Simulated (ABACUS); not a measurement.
# BAs (F-43m) in ABACUS: settings compared

Aim: see how the results for BAs move with the level of theory and the settings. Levels: PBE, HSE-type (share 0.1, screening 0.11/bohr), HSE-type (share 0.25, screening 0.11/bohr), HSE-type (share 0.4, screening 0.11/bohr). Tasks: single point.

All numbers are computed with ABACUS 3.10.1; they aren't measurements. Logs are shortened: lines on timing, memory, paths and dates and some standing lists are left out, and cuts for length are marked.

## 1. Starting point

It takes space group F-43m (No. 216, cubic). The conventional cell has a = 4.777 Å, b = 4.777 Å, c = 4.777 Å, α = 90.00°, β = 90.00°, γ = 90.00°. Around As (site symmetry -43m) lie 4 B at 2.07 Å. B (site symmetry -43m) has 4 As at 2.07 Å as nearest neighbours.

## 2. Single point, PBE

File INPUT:

```
INPUT_PARAMETERS
suffix              BAs
calculation         scf
basis_type          lcao
pseudo_dir          ./
orbital_dir         ./
symmetry            1
dft_functional      pbe
ecutwfc             100
pseudo_rcut         7
nspin               1
nbands              13
ks_solver           genelpa
smearing_method     fd
smearing_sigma      0.00367493
scf_thr             1e-07
scf_nmax            100
mixing_type         broyden
mixing_beta         0.7
cal_force           1
cal_stress          1
out_mul             1
```

File STRU:

```
ATOMIC_SPECIES
As 74.9216 As.upf
B 10.8100 B.upf

NUMERICAL_ORBITAL
As_confined-atom_7au_2s2p2d.orb
B_confined-atom_7au_2s2p1d.orb

LATTICE_CONSTANT
1.8897261246

LATTICE_VECTORS
0.0000000000 2.3885000000 2.3885000000
2.3885000000 0.0000000000 2.3885000000
2.3885000000 2.3885000000 0.0000000000

ATOMIC_POSITIONS
Direct

As
0.0
1
0.7500000000 0.7500000000 0.7500000000 1 1 1

B
0.0
1
0.0000000000 0.0000000000 0.0000000000 1 1 1
```

File KPT:

```
K_POINTS
0
Gamma
4 4 4 0 0 0
```

Potentials or basis: PseudoDojo NC SR 0.4.1 PBE standard, DZP LCAO (the cutoffs set its grid).

Launch:

```bash
$ OMP_NUM_THREADS=1 mpirun -np 8 abacus > log
```

running log:

```text
ABACUS v3.10.1

               Atomic-orbital Based Ab-initio Computation at UStc

 ------------------------------------------------------------------------------------

 READING GENERAL INFORMATION
                           global_out_dir = OUT.BAs/
                           global_in_card = INPUT
                               pseudo_dir = ./
                              orbital_dir = ./
                                    DSIZE = 8
                                    GSIZE = 1

 READING UNITCELL INFORMATION
                                    ntype = 2
                  lattice constant (Bohr) = 1.88973
              lattice constant (Angstrom) = 1

 READING ATOM TYPE 1
                               atom label = As
                      L=0, number of zeta = 2
                      L=1, number of zeta = 2
                      L=2, number of zeta = 2
             number of atom for this type = 1

 READING ATOM TYPE 2
                               atom label = B
                      L=0, number of zeta = 2
                      L=1, number of zeta = 2
                      L=2, number of zeta = 1
             number of atom for this type = 1

                        TOTAL ATOM NUMBER = 2
DIRECT COORDINATES
    atom                   x                   y                   z     mag                  vx                  vy                  vz
taud_As1            0.7500000000        0.7500000000        0.7500000000  0.0000        0.0000000000        0.0000000000        0.0000000000
taud_B1            0.0000000000        0.0000000000        0.0000000000  0.0000        0.0000000000        0.0000000000        0.0000000000

                          Volume (Bohr^3) = 183.909
                             Volume (A^3) = 27.2524

 Lattice vectors: (Cartesian coordinate: in unit of a_0)
                   +0             +2.3885             +2.3885
              +2.3885                  +0             +2.3885
              +2.3885             +2.3885                  +0
 Reciprocal vectors: (Cartesian coordinate: in unit of 2 pi/a_0)
            -0.209336           +0.209336           +0.209336
            +0.209336           -0.209336           +0.209336
            +0.209336           +0.209336           -0.209336
 The esolver type has been set to : ksdft_lcao

                PAO radial cut off (Bohr) = 7

 Read in pseudopotential file is As.upf
                     pseudopotential type = NC
          exchange-correlation functional = PBE
                 nonlocal core correction = 1
                        valence electrons = 15
                                     lmax = 2
                           number of zeta = 3
                     number of projectors = 6
                           L of projector = 0
[... 5 lines left out ...]
                PAO radial cut off (Bohr) = 7

 Read in pseudopotential file is B.upf
                     pseudopotential type = NC
          exchange-correlation functional = PBE
                 nonlocal core correction = 1
                        valence electrons = 3
                                     lmax = 1
                           number of zeta = 2
                     number of projectors = 4
                           L of projector = 0
                           L of projector = 0
                           L of projector = 1
                           L of projector = 1
     initial pseudo atomic orbital number = 13

 SETUP THE ELECTRONS NUMBER
            electron number of element As = 15
      total electron number of element As = 15
             electron number of element B = 3
       total electron number of element B = 3
            AUTOSET number of electrons:  = 18
                           occupied bands = 9
                                   NLOCAL = 31
                                   NBANDS = 13
                                   NBANDS = 13
                                   NLOCAL = 31

%%%%%%%%%%%%%%%%%%%%%%%%%%%%%%%%%%%%%%%%%%%%%%%%%%%%%%%%%%%%%%%%%%%%%%%%%%%%%%%%%%%%%%%%%%%%%%%%%%%%%%%%%%
 Warning: the number of valence electrons in pseudopotential > 5 for As: [Ar] 3d10 4s2 4p3
 Pseudopotentials with additional electrons can yield (more) accurate outcomes, but may be less efficient.
 If you're confident that your chosen pseudopotential is appropriate, you can safely ignore this warning.
%%%%%%%%%%%%%%%%%%%%%%%%%%%%%%%%%%%%%%%%%%%%%%%%%%%%%%%%%%%%%%%%%%%%%%%%%%%%%%%%%%%%%%%%%%%%%%%%%%%%%%%%%%

 SETUP THE PLANE WAVE BASIS
 energy cutoff for charge/potential (unit:Ry) = 400
            fft grid for charge/potential = [ 45, 45, 45 ]
                        fft grid division = [ 3, 3, 3 ]
        big fft grid for charge/potential = [ 15, 15, 15 ]
                                     nbxx = 450
                                     nrxx = 12150

 SETUP PLANE WAVES FOR CHARGE/POTENTIAL
                    number of plane waves = 24933
                         number of sticks = 1135

 PARALLEL PW FOR CHARGE/POTENTIAL
     PROC   COLUMNS(POT)             PW
        1            141           3117
        2            141           3117
        3            143           3117
        4            142           3116
        5            142           3116
        6            143           3117
[... 46 lines left out ...]
                                       S3 = 0
                                       S4 = 6
                                       S6 = 0
                              POINT GROUP = T_d
                                       C2 = 3
                                       C3 = 8
                                       C4 = 0
                                       C6 = 0
                                       S1 = 6
                                       S3 = 0
                                       S4 = 6
                                       S6 = 0
               POINT GROUP IN SPACE GROUP = T_d

 SETUP K-POINTS
                                    nspin = 1
                   Input type of k points = Monkhorst-Pack(Gamma)
                                   nkstot = 64
                       right hand lattice = 1
(for reciprocal lattice: )
                             BRAVAIS TYPE = 2
                     BRAVAIS LATTICE NAME = 02. Cubic I (body-centered)
                                    ibrav = 2
                       right hand lattice = 1
(for k-lattice: )
                             BRAVAIS TYPE = 2
                     BRAVAIS LATTICE NAME = 02. Cubic I (body-centered)
                                    ibrav = 2
                       right hand lattice = 1
                        ROTATION MATRICES = 48
                               nkstot_ibz = 8
K-POINTS REDUCTION ACCORDING TO SYMMETRY
     IBZ    DIRECT_X    DIRECT_Y    DIRECT_Z  WEIGHT  ibz2bz
       1  0.00000000  0.00000000  0.00000000  0.0156       0
       2  0.25000000  0.25000000  0.25000000  0.1250       1
       3  0.50000000  0.50000000  0.50000000  0.0625       2
       4  0.25000000  0.25000000  0.00000000  0.0938       5
       5  0.50000000  0.50000000  0.25000000  0.3750       6
       6  0.50000000  0.25000000  0.25000000  0.1875       7
       7  0.50000000  0.50000000  0.00000000  0.0469      10
       8  0.50000000  0.25000000 -0.25000000  0.0938      27

                               nkstot now = 8
[... K-POINTS DIRECT COORDINATES: 8 rows ...]

           k-point number in this process = 8
       minimum distributed K point number = 8
[... stars of the k points ...]

[... K-POINTS CARTESIAN COORDINATES: 8 rows ...]

[... K-POINTS DIRECT COORDINATES: 8 rows ...]

 SETUP PLANE WAVES FOR WAVE FUNCTIONS
     energy cutoff for wavefunc (unit:Ry) = 100
              fft grid for wave functions = [ 45, 45, 45 ]
                    number of plane waves = 3839
                         number of sticks = 313

 PARALLEL PW FOR WAVE FUNCTIONS
     PROC   COLUMNS(POT)             PW
        1             39            480
        2             39            480
        3             40            484
        4             39            479
        5             39            479
        6             39            479
        7             39            479
        8             39            479
 --------------- sum -------------------
        8            313           3839

 SET NONLOCAL PSEUDOPOTENTIAL PROJECTORS
 SET NONLOCAL PSEUDOPOTENTIAL PROJECTORS
 max number of nonlocal projetors among all species is 6

 -------------------------------------------
 SELF-CONSISTENT
 -------------------------------------------

 SETUP SEARCHING RADIUS FOR PROGRAM TO SEARCH ADJACENT ATOMS
                  longest orb rcut (Bohr) = 7
   longest nonlocal projector rcut (Bohr) = 1.82
                     search radius (Bohr) = 17.6
              searching radius is (Bohr)) = 17.6
         searching radius unit is (Bohr)) = 1.89
                         PeriodicBoundary = 1
                        Radius(unit:lat0) = 9.34
                                   glayer = [ 5, 5, 5 ]
                             glayer_minus = [ 4, 4, 4 ]

Find the coordinate range of the input atom(unit:lat0).
                                  min_tau = [ -19.1, -19.1, -19.1 ]
                                  max_tau = [ 22.7, 22.7, 22.7 ]
                                BoxNumber = [ 9, 9, 9 ]

 SETUP EXTENDED REAL SPACE GRID FOR GRID INTEGRATION
                          real space grid = [ 45, 45, 45 ]
                 big cell numbers in grid = [ 15, 15, 15 ]
             meshcell numbers in big cell = [ 3, 3, 3 ]
                        extended fft grid = [ 21, 21, 21 ]
                dimension of extened grid = [ 58, 58, 58 ]
                            UnitCellTotal = 125
              Atom number in sub-FFT-grid = 2
    Local orbitals number in sub-FFT-grid = 31
                                ParaV.nnr = 9430
                                 init_chg = atomic

 LCAO ALGORITHM --------------- ION=   1  ELEC=   1--------------------------------

 Density error is 0.0812613136179
----------------------------------------------------------
     Energy           Rydberg                 eV
----------------------------------------------------------
 E_KohnSham     -217.9530780845      -2965.4037585875
 E_Harris       -219.0326385453      -2980.0919321910
 E_Fermi        0.8417330908         11.4523662297
----------------------------------------------------------
[... 69 lines left out ...]
 Density error is 6.92721462679e-08
----------------------------------------------------------
     Energy           Rydberg                 eV
----------------------------------------------------------
 E_KohnSham     -217.9895787756      -2965.9003759674
 E_KS(sigma->0) -217.9895787730      -2965.9003759332
 E_Harris       -217.9895779675      -2965.9003649737
 E_band         -15.2271501767       -207.1760067050
 E_one_elec     -102.0856994874      -1388.9471973444
 E_Hartree      60.9565323279        829.3561699811
 E_xc           -50.0182888571       -680.5337326665
 E_Ewald        -126.8421227539      -1725.7756158692
 E_entropy(-TS) -0.0000000050        -0.0000000684
 E_descf        0.0000000000         0.0000000000
 E_exx          0.0000000000         0.0000000000
 E_Fermi        0.8888026731         12.0927807515
----------------------------------------------------------

 charge density convergence is achieved
 final etot is -2965.900376 eV
 EFERMI = 12.092780752 eV

 STATE ENERGY(eV) AND OCCUPATIONS    NSPIN == 1
 1/8 kpoint (Cartesian) = 0.0000 0.0000 0.0000 (393 pws)
       1       -24.5801      0.0312500
       2       -24.5801      0.0312500
       3       -24.5801      0.0312500
       4       -24.5536      0.0312500
       5       -24.5536      0.0312500
       6       -3.98174      0.0312500
       7        11.3629      0.0312500
       8        11.3629      0.0312500
       9        11.3629      0.0312500
      10        14.6671    1.36313e-24
      11        14.6671    1.36313e-24
      12        14.6671    1.36313e-24
      13        16.4485    4.58641e-40
[... 61 lines left out ...]
 6/8 kpoint (Cartesian) = 0.0000 0.10467 0.10467 (396 pws)
       1       -24.5761       0.375000
       2       -24.5737       0.375000
       3       -24.5719       0.375000
       4       -24.5534       0.375000
       5       -24.5523       0.375000
       6       -1.53717       0.375000
       7        4.71408       0.375000
       8        6.27483       0.375000
       9        9.39934       0.375000
      10        14.9579    4.87909e-26
      11        17.5557    1.32873e-48
      12        18.5413    3.65289e-57
      13        19.0887    6.42524e-62

[... levels at 2 further k points ...]

 correction force for each atom along direction 1 is 0.0240566
 correction force for each atom along direction 2 is 0.0118240
 correction force for each atom along direction 3 is 0.0250152
------------------------------------------------------------------------------------------
 TOTAL-FORCE (eV/Angstrom)
------------------------------------------------------------------------------------------
                       As1         0.0000000000         0.0000000000         0.0000000000
                        B1         0.0000000000         0.0000000000         0.0000000000
------------------------------------------------------------------------------------------

----------------------------------------------------------------
 TOTAL-STRESS (KBAR)
----------------------------------------------------------------
        60.7949231324         0.0000000000        -0.0000000000
        -0.0000000000        60.7949231324         0.0000000000
        -0.0000000000        -0.0000000000        60.7949231324
----------------------------------------------------------------
 TOTAL-PRESSURE: 60.794923 KBAR

 --------------------------------------------
 !FINAL_ETOT_IS -2965.9003759673696550 eV
 --------------------------------------------
```

Wall time 5 s (8 MPI ranks of Intel Xeon Platinum 8259CL at 2.50GHz (Skylake/Cascade Lake), shared host); peak memory 0.72 GiB.

Results:

| Property | Result |
| --- | --- |
| Free energy | -2965.9004 eV |
| Pressure | 6.1 GPa |
| Band gap on the k mesh | 1.48 eV, indirect (least direct gap 3.30 eV) |
| Mulliken charges | As +0.22; B -0.22 e |

Caveat: the k mesh is coarse (spacing up to 0.57 Å⁻¹), so the values aren't converged; the atomic orbitals were generated for these runs and aren't a published set; Mulliken charges move with the basis; the basis of atomic orbitals isn't converged, which shifts pressures, moduli and gaps. PBE gaps usually lie below the measured ones, often by a third to a half.

## 3. Single point, HSE-type (share 0.1, screening 0.11/bohr)

Edit INPUT of step 2 so:

```diff
@@ -7,3 +7,3 @@
 symmetry            1
-dft_functional      pbe
+dft_functional      hse
 ecutwfc             100
@@ -19,4 +19,7 @@
 mixing_beta         0.7
-cal_force           1
-cal_stress          1
+exx_hybrid_alpha    0.1
+exx_hse_omega       0.11
+exx_separate_loop   1
+scf_ene_thr         1e-05
+exx_pca_threshold   0.001
 out_mul             1
```

STRU is that of step 2.

KPT is that of step 2.

Potentials or basis: PseudoDojo NC SR 0.4.1 PBE standard, DZP LCAO (the cutoffs set its grid).

Launch:

```bash
$ OMP_NUM_THREADS=8 abacus > log
```

Run time: 1.9 min. Hardware: 8 threads of Intel Xeon Platinum 8259CL at 2.50GHz (Skylake/Cascade Lake), shared host; peak memory 3 GiB.

The run converged. Its results:

| Item | Value |
| --- | --- |
| Free energy | -2928.2399 eV |
| Band gap on the k mesh | 1.88 eV, indirect (least direct gap 3.68 eV) |
| Mulliken charges | As +0.18; B -0.18 e |

Levels at points of the mesh, in eV from the valence-band top:
```csv
k point,band 7,band 8,band 9,band 10,band 11,band 12
"(0.00, 0.00, 0.00)",0.00,0.00,0.00,3.68,3.68,3.68
"(0.50, 0.50, 0.50)",-9.11,-1.89,-1.89,3.15,5.27,5.27
"(0.50, 0.50, 0.00)",-8.85,-4.23,-4.23,1.88,1.89,12.16
```

Caveat: the k mesh is coarse (spacing up to 0.57 Å⁻¹), so the values aren't converged, least of all with exact exchange; the atomic orbitals were generated for these runs and aren't a published set; the hybrid runs on potentials with a model core; gaps of hybrids in this basis differ from plane-wave ones by up to 0.1 eV; Mulliken charges move with the basis; the potentials were made for another functional, which shifts forces and pressure; the basis of atomic orbitals isn't converged, which shifts pressures, moduli and gaps. A k mesh can miss the band edges.

## 4. Single point, HSE-type (share 0.25, screening 0.11/bohr)

Edit INPUT of step 3 so:

```diff
@@ -19,3 +19,3 @@
 mixing_beta         0.7
-exx_hybrid_alpha    0.1
+exx_hybrid_alpha    0.25
 exx_hse_omega       0.11
@@ -25 +25,4 @@
 out_mul             1
+out_chg             1
+out_pot             2
+out_elf             1
```

STRU is that of step 3.

KPT is that of step 3.

Launch:

```bash
$ OMP_NUM_THREADS=8 abacus > log
```

Run time: 2.2 min. Hardware: 8 threads of Intel Xeon Platinum 8259CL at 2.50GHz (Skylake/Cascade Lake), shared host; peak memory 3 GiB.

The run converged. Its results:

```yaml
Free_energy: -2872.4699 eV
Band_gap_on_the_k_mesh: 2.44 eV, indirect (least direct gap 4.25 eV)
Mulliken_charges: As +0.14; B -0.14 e
```

Levels at points of the mesh, in eV from the valence-band top:
```
           k point  band 5  band 6  band 7  band 8  band 9  band 10  band 11  band 12  band 13
(0.00, 0.00, 0.00)  -35.77  -16.81    0.00    0.00    0.00     4.25     4.25     4.25     6.29
(0.50, 0.50, 0.50)  -35.77  -13.74   -9.61   -2.00   -2.00     3.77     5.93     5.93    11.58
(0.50, 0.50, 0.00)  -35.77  -12.27   -9.38   -4.46   -4.46     2.44     2.44    13.16    13.16
```

Caveat: the k mesh is coarse (spacing up to 0.57 Å⁻¹), so the values aren't converged, least of all with exact exchange; the atomic orbitals were generated for these runs and aren't a published set; the hybrid runs on potentials with a model core; gaps of hybrids in this basis differ from plane-wave ones by up to 0.1 eV; Mulliken charges move with the basis; the potentials were made for another functional, which shifts forces and pressure; the basis of atomic orbitals isn't converged, which shifts pressures, moduli and gaps.

(Part 1 of 2 ends here.)
